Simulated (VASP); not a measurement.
# CaO5 (P6/mmm) in VASP: notebook

Runs on CaO5. Level: PBE. Tasks: single point, relaxation of cell and atoms.

Everything below comes from runs of VASP 6.6.1. Logs are shortened: lines on timing, memory, paths and dates and some standing lists are left out, and cuts for length are marked.

**1. The cell of the first run**

Symmetry: P6/mmm, No. 191, hexagonal system. The conventional cell has a = 4.602 Å, b = 4.602 Å, c = 3.240 Å, α = 90.00°, β = 90.00°, γ = 120.00°. Ca (site symmetry 6/mmm) is surrounded by 18 O at 2.66 to 2.81 Å. O (site symmetry -6m2) has 6 O at 2.10 Å as nearest neighbours. Around O (site symmetry mmm) lie 8 O at 2.10 to 2.30 Å.

The cell was built by a generator and needn't be a form met in nature.

**2. Single point, PBE (species swapped into the CaPd5 type (P6/mmm, No. 191))**

INCAR

```
  PREC = Accurate
  ENCUT = 520
  EDIFF = 1E-7
  ISMEAR = 0
  SIGMA = 0.1
  LREAL = F
  LASPH = T
  NELM = 60
  ALGO = Normal
  ISIF = 2
  LWAVE = F
  LCHARG = T
  GGA = PE
  LELF = T
  LVHAR = T
  NBANDS = 29
```

KPOINTS

```
Automatic mesh
0
Gamma
  6 6 6
```

POSCAR

```
CaO5
1.0
    4.6019224590      0.0000000000      0.0000000000
   -2.3009612295      3.9853817557      0.0000000000
    0.0000000000      0.0000000000      3.2399095785
Ca O
1 5
Direct
    0.0000000000      0.0000000000      0.0000000000
    0.3333333333      0.6666666667      0.0000000000
    0.6666666667      0.3333333333      0.0000000000
    0.5000000000      0.0000000000      0.5000000000
    0.5000000000      0.5000000000      0.5000000000
    0.0000000000      0.5000000000      0.5000000000
```

Potentials or basis: VASP PAW PBE potentials, release 64 (Ca_sv, O).

Run with:

```console
$ cat potpaw_PBE.64/Ca_sv/POTCAR potpaw_PBE.64/O/POTCAR > POTCAR
$ mpirun -np 1 vasp_std > vasp.out
```

OUTCAR:

```text
PREC = Accurate
   ENCUT = 520
   EDIFF = 1E-7
   ISMEAR = 0
   LREAL = F
   LASPH = T
   NELM = 60
   ISIF = 2
   GGA = PE

 ion  position               nearest neighbor table
   1  0.000  0.000  0.000-
   2  0.333  0.667  0.000-
   3  0.667  0.333  0.000-
   4  0.500  0.000  0.500-
   5  0.500  0.500  0.500-
   6  0.000  0.500  0.500-

  LATTYP: Found a hexagonal cell.
 ALAT       =     4.6019224590
 C/A-ratio  =     0.7040339352

  Lattice vectors:

 A1 = (   4.6019224590,   0.0000000000,   0.0000000000)
 A2 = (  -2.3009612295,   3.9853817557,   0.0000000000)
 A3 = (   0.0000000000,   0.0000000000,   3.2399095785)

Analysis of symmetry for initial positions (statically):
=====================================================================
 Subroutine PRICEL returns:
 Original cell was already a primitive cell.

 Routine SETGRP: Setting up the symmetry group for a
 hexagonal supercell.

 Subroutine GETGRP returns: Found 24 space group operations
 (whereof 24 operations were pure point group operations)
 out of a pool of 24 trial point group operations.

The static configuration has the point symmetry D_6h.

Analysis of symmetry for dynamics (positions and initial velocities):
=====================================================================
 Subroutine PRICEL returns:
 Original cell was already a primitive cell.

 Routine SETGRP: Setting up the symmetry group for a
 hexagonal supercell.

 Subroutine GETGRP returns: Found 24 space group operations
 (whereof 24 operations were pure point group operations)
 out of a pool of 24 trial point group operations.

The dynamic configuration has the point symmetry D_6h.

 Subroutine INISYM returns: Found 24 space group operations
 (whereof 24 operations are pure point group operations),
 and found     1 'primitive' translations

----------------------------------------------------------------------------------------

                                     Primitive cell

  volume of cell :      59.4213

[... 93 lines left out ...]
   LASPH  =      T    aspherical Exc in radial PAW
   ENCUT  =  520.0 eV  38.22 Ry    6.18 a.u.   8.56  8.56  6.02*2*pi/ulx,y,z
   NELM   =     60;   NELMIN=  2; NELMDL= -5     # of ELM steps
   EDIFF  = 0.1E-06   stopping-criterion for ELM
   LREAL  =      F    real-space projection
   EDIFFG = 0.1E-05   stopping-criterion for IOM
   NSW    =      0    number of steps for IOM
   IBRION =     -1    ionic relax: 0-MD 1-quasi-New 2-CG
   NFREE  =      0    steps in history (QN), initial steepest desc. (CG)
   ISIF   =      2    stress and relaxation
   ISYM   =      2    0-nonsym 1-usesym 2-fastsym
   POTIM  = 0.5000    time-step for ionic-motion
   TEBEG  =    0.0;   TEEND  =   0.0 temperature during run
   PSTRESS=    0.0 pullay stress
   NELECT =      40.0000    total number of electrons
   NUPDOWN=      -1.0000    fix difference up-down
   EMIN   =  10.00;   EMAX   =-10.00  energy-range for DOS
   EFERMI =   0.00;   METHOD = LEGACY
   ISMEAR =     0;   SIGMA  =   0.10  broadening in eV -4-tet -1-fermi 0-gaus
   EFERMI_NEDOS =   21; number of points for ismear=-14 and -15
   IALGO  =     38    algorithm
   IMIX   =      4    mixing-type and parameters
     AMIX     =   0.40;   BMIX     =  1.00
     AMIX_MAG =   1.60;   BMIX_MAG =  1.00
  volume/ion in A,a.u.               =       9.90        66.83
  Fermi-wavevector in a.u.,A,eV,Ry     =   1.434765  2.711313 28.008283  2.058551
  Thomas-Fermi vector in A             =   2.554138
   LORBIT       =      0    0 simple, 1 ext, 2 COOP (PROOUT), +10 PAW based schemes
   GGA     = PE    functional components
   LHFCALC =     F    Hartree Fock is set to
   AEXX    =    0.0000 exact exchange contribution
   IVDW    =     0    specifies the selected vdW correction
   LEPSILON=     F    determine dielectric tensor
   LRPA    =     F    only Hartree local field effects (RPA)
 non-spin polarized calculation
 Gauss-broadening in eV      SIGMA  =   0.10
  energy-cutoff  :      520.00
  volume of cell :       59.42
 maximum number of plane-waves:      1620
 NGX is ok and might be reduce to    36
   NGX = 17   NGY = 17   NGZ = 13

 number of electron      39.9999991 magnetization

 Free energy of the ion-electron system (eV)
  ---------------------------------------------------
  ext. energy  EPLUGINS =         0.00000000
  ---------------------------------------------------
  free energy    TOTEN  =       -23.88308570 eV

  energy without entropy =      -23.86389850  energy(sigma->0) =      -23.87349210

 E-fermi :   3.1645     XC(G=0): -11.3192

 val. band max:        3.1523344530   @ k =   0.5000   0.0000   0.0000
 cond. band min:       3.1673029377   @ k =   0.3333   0.1667   0.5000
 fundamental gap:      0.0149684847
 Fermi energy:         3.1644948462

 k-point     1 :       0.0000    0.0000    0.0000
  band No.  band energies     occupation
      1     -36.6940      2.00000
      2     -17.6087      2.00000
      3     -17.6087      2.00000
      4     -17.6039      2.00000
      5     -17.5077      2.00000
      6     -14.0370      2.00000
[... 757 lines left out ...]
     28       9.7987      0.00000
     29      10.3897      0.00000

 [... further k-points ...]

------------------------ aborting loop because EDIFF is reached ----------------------------------------

  FORCE on cell =-STRESS in cart. coord.  units (eV):
  Direction    XX          YY          ZZ          XY          YZ          ZX
  --------------------------------------------------------------------------------------
  -------------------------------------------------------------------------------------
  Total       -0.0391720     -0.0391720     -0.0572297      0.0000000     -0.0000000      0.0000000
  in kB       -1.0561940     -1.0561940     -1.5430856      0.0000000     -0.0000000      0.0000000
  external PRESSURE =      -1.2184912 kB  Pullay stress =       0.0000000 kB

 VOLUME and BASIS-vectors are now :
 -----------------------------------------------------------------------------
  energy-cutoff  :      520.00
  volume of cell :       59.42
      direct lattice vectors                 reciprocal lattice vectors
     4.601922459  0.000000000  0.000000000     0.217300489  0.125458496  0.000000000
    -2.300961229  3.985381756  0.000000000     0.000000000  0.250916991  0.000000000
     0.000000000  0.000000000  3.239909578     0.000000000  0.000000000  0.308650589

 POSITION                                       TOTAL-FORCE (eV/Angst)
 -----------------------------------------------------------------------------------
      0.00000      0.00000      0.00000         0.000000      0.000000     -0.000000
     -0.00000      2.65692      0.00000        -0.000000     -0.000000      0.000000
      2.30096      1.32846      0.00000         0.000000      0.000000     -0.000000
      2.30096      0.00000      1.61995         0.000000      0.000000     -0.000000
      1.15048      1.99269      1.61995         0.000000      0.000000     -0.000000
     -1.15048      1.99269      1.61995         0.000000      0.000000     -0.000000
 -----------------------------------------------------------------------------------
    total drift:                                0.000000      0.000000      0.000000

  FREE ENERGIE OF THE ION-ELECTRON SYSTEM (eV)
  ---------------------------------------------------
  free  energy   TOTEN  =       -23.8830857011 eV

  energy  without entropy=      -23.8638984988  energy(sigma->0) =      -23.87349210
```

OSZICAR:

```text
N       E                     dE             d eps       ncg     rms          rms(c)
DAV:   1     0.313130846938E+03    0.31313E+03   -0.22156E+04  1624   0.140E+03
DAV:   2    -0.222299258715E+01   -0.31535E+03   -0.29968E+03  1881   0.351E+02
DAV:   3    -0.236892437466E+02   -0.21466E+02   -0.20859E+02  2043   0.920E+01
DAV:   4    -0.244568186403E+02   -0.76757E+00   -0.76320E+00  2465   0.136E+01
DAV:   5    -0.244655076446E+02   -0.86890E-02   -0.86802E-02  1935   0.141E+00    0.834E+00
DAV:   6    -0.240043354248E+02    0.46117E+00   -0.55352E-01  1840   0.480E+00    0.438E+00
DAV:   7    -0.240360951550E+02   -0.31760E-01   -0.95711E-01  1884   0.551E+00    0.377E+00
DAV:   8    -0.238818896509E+02    0.15421E+00   -0.49623E-01  2004   0.387E+00    0.584E-01
DAV:   9    -0.238830969017E+02   -0.12073E-02   -0.35384E-02  1760   0.126E+00    0.195E-01
DAV:  10    -0.238829911306E+02    0.10577E-03   -0.11683E-03  2675   0.189E-01    0.816E-02
DAV:  11    -0.238830581297E+02   -0.66999E-04   -0.33785E-04  1866   0.133E-01    0.199E-02
DAV:  12    -0.238830839297E+02   -0.25800E-04   -0.70671E-05  2277   0.528E-02    0.102E-02
DAV:  13    -0.238830856781E+02   -0.17484E-05   -0.36065E-06  2046   0.115E-02    0.379E-03
DAV:  14    -0.238830857011E+02   -0.23015E-07   -0.25586E-07  1499   0.347E-03
   1 F= -.23883086E+02 E0= -.23873492E+02  d E =-.191872E-01
```

stdout:

```text
POSCAR found type information on POSCAR CaO
 POSCAR found :  2 types and       6 ions
 scaLAPACK will be used
 LDA part: xc-table for (Slater+PW92), standard interpolation
 POSCAR, INCAR and KPOINTS ok, starting setup
 FFT: planning ... GRIDC
 FFT: planning ... GRID_SOFT
 FFT: planning ... GRID
 WAVECAR not read
 entering main loop
```

It took 49 s on 1 thread of Intel Xeon Platinum 8559C (Emerald Rapids), shared host; peak memory 0.19 GiB.

What came out:

```yaml
Free_energy: -23.8831 eV
Pressure: -0.1 GPa
Band_gap_on_the_k_mesh: none (metal or under the smearing width)
```

Levels at points of the mesh, in eV from the Fermi level:
```csv
k point,band 17,band 18,band 19,band 20,band 21,band 22,band 23,band 24
"(0.00, 0.00, 0.00)",-1.67,-1.67,-0.89,-0.89,0.01,1.16,1.16,2.36
"(0.50, 0.00, 0.00)",-1.74,-1.46,-1.38,-0.42,-0.01,0.53,1.13,1.53
"(0.00, 0.00, 0.50)",-1.64,-1.18,0.08,0.43,0.43,1.54,1.54,1.61
"(0.50, 0.00, 0.50)",-1.74,-1.58,0.30,0.39,0.61,0.86,1.37,1.44
```

**3. Relaxation of cell and atoms, PBE (species swapped into the CaPd5 type (P6/mmm, No. 191))**

INCAR

```
PREC     = Accurate       # precision mode
ENCUT    = 600            # plane-wave cutoff, eV
EDIFF    = 1E-6           # SCF threshold, eV
ISMEAR   = 0              # smearing method
SIGMA    = 0.1            # smearing width, eV
LREAL    = F              # projectors in reciprocal space
LASPH    = T              # aspherical terms in the spheres
NELM     = 100            # most SCF steps
ALGO     = Normal         # electronic algorithm
ISIF     = 3              # what is computed and relaxed
LWAVE    = F              # write WAVECAR
LCHARG   = F              # write CHGCAR
GGA      = PE             # functional
IBRION   = 2              # ionic algorithm
NSW      = 90             # ionic steps
EDIFFG   = -0.04          # ionic threshold
```

KPOINTS is that of step 2.

Edit POSCAR of step 2 so:

```diff
@@ -2,5 +2,5 @@
 1.0
-    4.6019224590      0.0000000000      0.0000000000
-   -2.3009612295      3.9853817557      0.0000000000
-    0.0000000000      0.0000000000      3.2399095785
+    4.6724077649      0.0000000000      0.0000000000
+   -2.3362038824      4.0464238212      0.0000000000
+    0.0000000000      0.0000000000      3.1476214950
 Ca O
```

Potentials or basis: VASP PAW PBE potentials, release 64 (Ca_sv, O).

Run with:

```console
$ cat potpaw_PBE.64/Ca_sv/POTCAR potpaw_PBE.64/O/POTCAR > POTCAR
$ mpirun -np 1 vasp_std > vasp.out
```

Wall time 69 s (1 thread of Intel Xeon Platinum 8559C (Emerald Rapids), shared host); peak memory 0.21 GiB.

It converged, with:

```
Free energy                            : -23.8867 eV
Relaxed volume                         : 9.90 Å³/atom
Relaxed cell                           : a = 4.617 Å, b = 4.617 Å, c = 3.216 Å, α = 90.00°, β = 90.00°, γ = 120.00°
Space group after relaxing (to 0.05 Å) : P6/mmm (No. 191)
Energy gained by relaxing              : 2.2 meV/atom
Ionic steps                            : 3
Pressure after relaxing                : 0.0 GPa
Band gap on the k mesh                 : none (metal or under the smearing width)
```

Stress tensor (GPa, compression positive):
```
-0.21  0.00  0.00
 0.00 -0.21  0.00
 0.00  0.00  0.30
```

The path:
```csv
step,energy change (eV),largest force (eV/Å),pressure (GPa),volume (Å³)
1,0.0000,0.0000,-0.05,59.51
2,-0.0051,0.0000,-0.07,59.48
3,-0.0132,0.0000,-0.04,59.37
```

Final structure:
```
Ca O
1.0
     4.61684    0.00000    0.00000
    -2.30842    3.99830    0.00000
     0.00000    0.00000    3.21638
Ca O
1 5
Direct
  0.00000 0.00000 0.00000
  0.33333 0.66667 0.00000
  0.66667 0.33333 0.00000
  0.50000 0.00000 0.50000
  0.50000 0.50000 0.50000
  0.00000 0.50000 0.50000
```

Levels at points of the mesh, in eV from the Fermi level:
```csv
k point,band 16,band 17,band 18,band 19,band 20,band 21,band 22,band 23,band 24
"(0.00, 0.00, 0.00)",-2.17,-1.67,-1.67,-0.93,-0.93,-0.02,1.16,1.16,2.36
"(0.50, 0.00, 0.00)",-2.55,-1.74,-1.45,-1.35,-0.46,0.01,0.52,1.14,1.53
"(0.00, 0.00, 0.50)",-1.71,-1.70,-1.19,0.05,0.39,0.39,1.57,1.57,1.68
"(0.50, 0.00, 0.50)",-2.48,-1.76,-1.64,0.31,0.35,0.64,0.89,1.43,1.47
```

**4. Single point, PBE (species swapped into the CaPd5 type (P6/mmm, No. 191))**

INCAR

```
SYSTEM = CaO5
  PREC = Accurate
  ENCUT = 520
  EDIFF = 1E-7
  ISMEAR = 0
  SIGMA = 0.1
  LREAL = .False.
  LASPH = .True.
  NELM = 100
  ALGO = Fast
  ISIF = 2
  LWAVE = .False.
  LCHARG = .False.
  GGA = PE
  NBANDS = 29
```

KPOINTS

```
Automatic mesh
0
Gamma
  9 9 12
  0 0 0
```

Edit POSCAR of step 3 so:

```diff
@@ -2,5 +2,5 @@
 1.0
-    4.6724077649      0.0000000000      0.0000000000
-   -2.3362038824      4.0464238212      0.0000000000
-    0.0000000000      0.0000000000      3.1476214950
+    4.6197643599      0.0000000000      0.0000000000
+   -2.3098821800      4.0008332952      0.0000000000
+    0.0000000000      0.0000000000      3.2140377558
 Ca O
```

Run with:

```console
$ cat potpaw_PBE.64/Ca_sv/POTCAR potpaw_PBE.64/O/POTCAR > POTCAR
$ mpirun -np 1 vasp_std > vasp.out
```

It took 2.8 min on 1 thread of Intel Xeon Platinum 8559C (Emerald Rapids), shared host; peak memory 0.25 GiB.

The run converged. Its results:

```
Free energy            : -23.9234 eV
Pressure               : -0.1 GPa
Band gap on the k mesh : none (metal or under the smearing width)
```

Stress tensor (GPa, compression positive):
```
-0.04  0.00  0.00
 0.00 -0.04  0.00
 0.00  0.00 -0.25
```

Levels at points of the mesh, in eV from the Fermi level:
```csv
k point,band 18,band 19,band 20,band 21,band 22,band 23
"(0.00, 0.00, 0.00)",-1.73,-0.98,-0.98,-0.07,1.12,1.12
"(0.00, 0.00, 0.50)",-1.23,0.00,0.34,0.34,1.52,1.52
```

**5. Relaxation of cell and atoms, PBE (species swapped into the CaPd5 type (P6/mmm, No. 191))**

INCAR

```
SYSTEM = CaO5
PREC = Accurate
ENCUT = 600
EDIFF = 1E-6
ISMEAR = 0
SIGMA = 0.1
LREAL = .False.
LASPH = .True.
NELM = 80
ALGO = Fast
ISIF = 3
LWAVE = .False.
LCHARG = .False.
GGA = PE
IBRION = 2
NSW = 100
EDIFFG = -0.01
```

KPOINTS is that of step 4.

Edit POSCAR of step 4 so:

```diff
@@ -2,5 +2,5 @@
 1.0
-    4.6197643599      0.0000000000      0.0000000000
-   -2.3098821800      4.0008332952      0.0000000000
-    0.0000000000      0.0000000000      3.2140377558
+    4.6019224590      0.0000000000      0.0000000000
+   -2.3009612295      3.9853817557      0.0000000000
+    0.0000000000      0.0000000000      3.2399095785
 Ca O
```

Run with:

```console
$ cat potpaw_PBE.64/Ca_sv/POTCAR potpaw_PBE.64/O/POTCAR > POTCAR
$ mpirun -np 1 vasp_std > vasp.out
```

It took 6.7 min on 1 thread of Intel Xeon Platinum 8559C (Emerald Rapids), shared host; peak memory 0.29 GiB.

It converged, with:

| Property | Result |
| --- | --- |
| Free energy | -23.9269 eV |
| Relaxed volume | 9.88 Å³/atom |
| Relaxed cell | a = 4.617 Å, b = 4.617 Å, c = 3.210 Å, α = 90.00°, β = 90.00°, γ = 120.00° |
| Space group after relaxing (to 0.05 Å) | P6/mmm (No. 191) |
| Energy gained by relaxing | 0.4 meV/atom |
| Ionic steps | 4 |
| Pressure after relaxing | 0.1 GPa |
| Band gap on the k mesh | none (metal or under the smearing width) |

Stress tensor (GPa, compression positive):
```
 0.13  0.00  0.00
 0.00  0.13  0.00
 0.00  0.00 -0.03
```

The path:
```tsv
step	energy change (eV)	largest force (eV/Å)	pressure (GPa)	volume (Å³)
1	0.0000	0.0000	-0.31	59.42
2	-0.0012	0.0000	0.03	59.26
3	-0.0017	0.0000	0.44	59.08
4	-0.0024	0.0000	0.08	59.26
```

Final structure:
```cif
data_structure
_symmetry_space_group_name_H-M 'P 1'
_symmetry_Int_Tables_number 1
_cell_length_a 4.6169
_cell_length_b 4.6169
_cell_length_c 3.2102
_cell_angle_alpha 90.000
_cell_angle_beta 90.000
_cell_angle_gamma 120.000
_cell_volume 59.26
loop_
_atom_site_label
_atom_site_type_symbol
_atom_site_fract_x
_atom_site_fract_y
_atom_site_fract_z
_atom_site_occupancy
Ca1 Ca 0.00000 0.00000 0.00000 1
O1 O 0.33333 0.66667 0.00000 1
O2 O 0.66667 0.33333 0.00000 1
O3 O 0.50000 0.00000 0.50000 1
O4 O 0.50000 0.50000 0.50000 1
O5 O 0.00000 0.50000 0.50000 1
```

Levels at points of the mesh, in eV from the Fermi level:
```csv
k point,band 18,band 19,band 20,band 21,band 22,band 23
"(0.00, 0.00, 0.00)",-1.73,-0.99,-0.99,-0.07,1.12,1.12
"(0.00, 0.00, 0.50)",-1.23,0.00,0.34,0.34,1.52,1.52
```

(Part 1 of 2 ends here.)
